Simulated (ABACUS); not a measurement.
Write an ASE script for ABACUS 3.10.1 that does the following.

- Task: single point
- Functional: BLYP
- Potentials or basis: PseudoDojo NC SR 0.5 PBE standard
- Cutoff: 1143 eV
- Density cutoff: 4572 eV
- Basis: plane waves
- k mesh: 6 × 6 × 6
- Occupations: fermi-dirac, width 0.05 eV
- Spin: no spin polarisation
- Radial cutoff of the potentials (pseudo_rcut): 10 bohr
- SCF threshold on the density: 1e-08
- Max SCF steps: 100
- Eigensolver: dav
- Mixing: broyden
- Mixing share: 0.7
- Symmetry key: 1
- Bands: 24

The structure of InAs lies in POSCAR:

```
InAs
1.0
    0.0000000000      3.0180000000      3.0180000000
    3.0180000000      0.0000000000      3.0180000000
    3.0180000000      3.0180000000      0.0000000000
In As
1 1
Direct
    0.0000000000      0.0000000000      0.0000000000
    0.7500000000      0.7500000000      0.7500000000
```

These files were run (other wordings do the same):

run_abacus.py

```python
"""ABACUS run from a structure file: ASE reads it, the script writes STRU, KPT and INPUT."""
import re
import subprocess
from ase.io import read
from ase.units import Bohr

atoms = read("POSCAR")
atoms = atoms[(-atoms.numbers).argsort(kind="stable")]  # ABACUS lists atoms element by element
pseudo = {'In': 'In.upf', 'As': 'As.upf'}
orbital = {}
magmoms = None
kmesh = [6, 6, 6]
params = {
    'suffix': 'InAs',
    'calculation': 'scf',
    'basis_type': 'pw',
    'pseudo_dir': './',
    'symmetry': 1,
    'dft_functional': 'GGA_X_B88+GGA_C_LYP',
    'ecutwfc': 84,
    'pseudo_rcut': 10,
    'nspin': 1,
    'nbands': 24,
    'ks_solver': 'dav',
    'smearing_method': 'fd',
    'smearing_sigma': 0.00367493,
    'scf_thr': 1e-08,
    'scf_nmax': 100,
    'mixing_type': 'broyden',
    'mixing_beta': 0.7,
    'cal_force': 1,
    'cal_stress': 1,
    'out_chg': 1,
    'kpar': 4,
}

symbols = atoms.get_chemical_symbols()
elements = list(dict.fromkeys(symbols))
lines = ["ATOMIC_SPECIES"] + [f"{e} {atoms.get_masses()[symbols.index(e)]:.4f} {pseudo[e]}" for e in elements]
if orbital:
    lines += ["", "NUMERICAL_ORBITAL"] + [orbital[e] for e in elements]
lines += ["", "LATTICE_CONSTANT", f"{1 / Bohr:.10f}", "", "LATTICE_VECTORS"]
lines += [" ".join(f"{x:.10f}" for x in v) for v in atoms.cell]
lines += ["", "ATOMIC_POSITIONS", "Direct"]
for e in elements:
    lines += ["", e, "0.0", str(symbols.count(e))]
    for i, p in enumerate(atoms.get_scaled_positions(wrap=False)):
        if symbols[i] == e:
            mag = "" if magmoms is None else " mag " + " ".join(str(x) for x in (magmoms[i] if isinstance(magmoms[i], list) else [magmoms[i]]))
            lines.append(" ".join(f"{x:.10f}" for x in p) + " 1 1 1" + mag)
open("STRU", "w").write("\n".join(lines) + "\n")
open("KPT", "w").write("K_POINTS\n0\nGamma\n%d %d %d 0 0 0\n" % tuple(kmesh))
open("INPUT", "w").write("INPUT_PARAMETERS\n" + "".join(f"{k:<20s}{v}\n" for k, v in params.items()))

done = subprocess.run(['mpirun', '-np', '4', 'abacus'])
if done.returncode:
    raise SystemExit(done.returncode)
log = open("OUT.InAs/running_scf.log").read()
print("final energy (eV):", re.findall(r"FINAL_ETOT_IS (\S+)", log))
```

Potentials or basis: PseudoDojo NC SR 0.5 PBE standard, plane waves.

Command:

```bash
$ OMP_NUM_THREADS=1 python run_abacus.py > log
```

Results of the run:

```
Pressure               : 7.3 GPa
Band gap on the k mesh : none (metal or under the smearing width)
```

Caveat: the potentials were made for another functional, which shifts forces and pressure; this crystal is a semiconductor, whose small gap the functional closes, so the metal is an error of the method.

Run time: 7.5 s on 4 MPI ranks on Intel(R) Xeon(R) Platinum 8559C (Emerald Rapids), on a shared host, peak memory 0.44 GiB a rank.
